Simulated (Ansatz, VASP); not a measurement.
## Two plane-wave programs on NbSi2

```xyz
9
Lattice="4.8190 0.0000 0.0000 -2.4095 4.1734 0.0000 0.0000 0.0000 6.5920" Properties=species:S:1:pos:R:3 pbc="T T T"
Nb    2.4095    0.0000    3.2960
Nb    1.2048    2.0867    5.4933
Nb   -1.2048    2.0867    1.0987
Si    0.0000    1.3346    3.2960
Si    3.6632    0.6673    5.4933
Si    1.2537    3.5061    1.0987
Si    2.4095    2.8387    3.2960
Si   -1.2537    3.5061    5.4933
Si    1.1558    0.6673    1.0987
```

Alike in both runs: task single point; functional PBE; k mesh 6 × 6 × 4; occupations gaussian, width 0.1 eV; no spin polarisation.

```csv
,VASP,Ansatz
version,VASP 6.6.1,Ansatz 0.2.0
potentials or method,"VASP PAW PBE potentials, release 64 (Nb_sv, Si)","scalar-relativistic, plane waves, PAW"
plane-wave cutoff (eV),520,420
valence electrons in the cell,63,63
```

VASP gave:

| Item | Value |
| --- | --- |
| gap on the k mesh at the Fermi level (eV) | none |
| pressure (GPa) | 0.0 |
| largest component of the traceless stress (GPa) | 1.52 |
| rms of the force components (eV/Å) | 0.023 |

Problem. Which values does Ansatz return?

Solution. gap on the k mesh at the Fermi level (eV): none; pressure (GPa): 0.2; largest component of the traceless stress (GPa): 1.54; rms of the force components (eV/Å): 0.023.

Atom by atom the forces differ by 0.000 eV/Å (rms over components). A gap of «none» marks a metal or a gap that the smearing closes. Ansatz warned: «structure_snapped_to_symmetry».
